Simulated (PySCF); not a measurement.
One of the candidates below gave these computed data.

All candidates are C5H5N.

| technique | computed result |
| --- | --- |
| 1H NMR | chemical shifts (computed TMS as zero) by class: 9.00 (2 H), 7.93 (1 H), 7.42 (2 H) ppm [GIAO PBE0/pcSseg-1] |
| Dipole | 2.23 D [PBE0/pcSseg-1] |
| NMR, other nuclei | isotropic shieldings of nuclei other than C and H, by class: -94 (1 N) ppm [GIAO PBE0/pcSseg-1] |
| 13C NMR | chemical shifts (computed TMS as zero) by class: 156.1 (2 C), 141.4 (1 C), 128.5 (2 C) ppm [GIAO PBE0/pcSseg-1] |
| Couplings | largest of the computed one-bond spin–spin couplings (means over like bonds): 13C–1H +183.0 (×2), 13C–1H +167.7 (×2), 13C–1H +165.9, 13C–13C +59.7 (×2), 13C–13C +59.5 (×2), 15N–13C -0.9 (×2) Hz [B3LYP/pcJ-1, spin–dipole term left out for some pairs] |
| Rotational structure | rotational constants A, B, C: 6.122, 5.917, 3.009 GHz [GFN2-xTB] |

Gas-phase values; electronic properties from PySCF, density fitting. Levels stand in brackets. Geometry: GFN2-xTB; no solvent, vibrations or thermal averaging. NMR classes are plain means over equivalent atoms (diastereotopic ones count apart unless rotation or inversion swaps them), as if these changed places fast.

Task: Which candidate is it?
A. `C#CC(=C)N=C`
B. `c1ccncc1`
C. `C#C/C=N\C=C`

Result: B. It is `c1ccncc1`. Numbering: `[cH:1]1[cH:2][cH:3][n:4][cH:5][cH:6]1`. Its formula, C5H5N, gives 4 degrees of unsaturation: 1 ring and 3 π bonds in the structure found (Kekulé form). 5 carbons fall into 3 classes; from least to most shielded: aromatic CH next to a ring nitrogen [C3/C5] (156.1 ppm, 2 C), aromatic CH carbon [C1] (141.4 ppm), aromatic CH carbon [C2/C6] (128.5 ppm, 2 C). Hydrogen classes from least to most shielded: 2 H on 2 like atoms (aromatic CH next to a ring nitrogen), C3/C5 (9.00 ppm), 1 H on an aromatic CH carbon, C1 (7.93 ppm), 2 H on 2 aromatic CH carbons, C2/C6 (7.42 ppm). The other shieldings belong to: -94 ppm, pyridine-type nitrogen [N4]. The couplings run between: +183.0 Hz, aromatic CH next to a ring nitrogen [C3] and its hydrogen (with 1 like pair); +167.7 Hz, aromatic CH carbon [C2] and its hydrogen (with 1 like pair); +165.9 Hz, aromatic CH carbon [C1] and its hydrogen; +59.7 Hz, aromatic CH carbon [C1] and aromatic CH carbon [C2] (with 1 like pair); +59.5 Hz, aromatic CH carbon [C2] and aromatic CH next to a ring nitrogen [C3] (with 1 like pair); -0.9 Hz, pyridine-type nitrogen [N4] and aromatic CH next to a ring nitrogen [C3] (with 1 like pair). The optimised geometry has point group C2v and is an asymmetric top.

The others, at the same levels:
- `C#CC(=C)N=C` fails: it has 5 carbon classes against 3; its computed 13C shifts are 156.5 (1 C), 143.5 (1 C), 140.0 (1 C), 92.3 (1 C), 79.3 (1 C) ppm, 1H shifts are 7.92 (1 H), 7.52 (1 H), 6.55 (1 H), 6.26 (1 H), 2.86 (1 H) ppm and rotational constant A is 5.053 GHz (against 6.122 GHz).
- `C#C/C=N\C=C` fails: it has 5 carbon classes against 3; its computed 13C shifts are 150.3 (1 C), 142.9 (1 C), 132.0 (1 C), 97.1 (1 C), 79.5 (1 C) ppm, 1H shifts are 7.95 (1 H), 7.38 (1 H), 6.28 (1 H), 5.82 (1 H), 3.24 (1 H) ppm and rotational constant A is 10.694 GHz (against 6.122 GHz).

Each candidate is one conformer, not necessarily the lowest. The conformers computed, where there is a choice (atom-mapped SMILES and torsion angles):
- `[CH:1]#[C:2][C:3](=[CH2:4])[N:5]=[CH2:6]`: C2–C3–N5–C6 4°
- `[CH:1]#[C:2]/[CH:3]=[N:4]\[CH:5]=[CH2:6]`: C3–N4–C5–C6 180°
